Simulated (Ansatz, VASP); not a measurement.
ZnO: VASP beside Ansatz

```
Zn O
1.0
     3.27320    0.00000    0.00000
    -1.63660    2.83467    0.00000
     0.00000    0.00000    5.34511
Zn O
2 2
Direct
  0.00000 0.00000 0.00000
  0.33333 0.66667 0.50000
  0.00000 0.00000 0.37500
  0.33333 0.66667 0.87500
```

The cell was built by a generator and needn't be a form met in nature.

Alike in both runs: task relaxation of cell and atoms; functional PBE; k mesh 9 × 9 × 6; occupations gaussian, width 0.02 eV; no spin polarisation.

|  | VASP | Ansatz |
| --- | --- | --- |
| version | VASP 6.6.1 | Ansatz 0.2.0 |
| potentials or method | VASP PAW PBE potentials, release 64 (Zn, O) | scalar-relativistic, plane waves, PAW |
| plane-wave cutoff (eV) | 600 | 420 |
| valence electrons in the cell | 36 | 36 |

|  | VASP | Ansatz | Ansatz less VASP |
| --- | --- | --- | --- |
| gap on the k mesh at the Fermi level, each at its own relaxed structure (eV) | 0.72 | 0.74 | +0.023 |
| relaxed volume (Å³/atom) | 12.39 | 12.33 | -0.065 |
| relaxed cell length with the largest relative difference (Å) | 3.286 | 3.279 | -0.0061 |
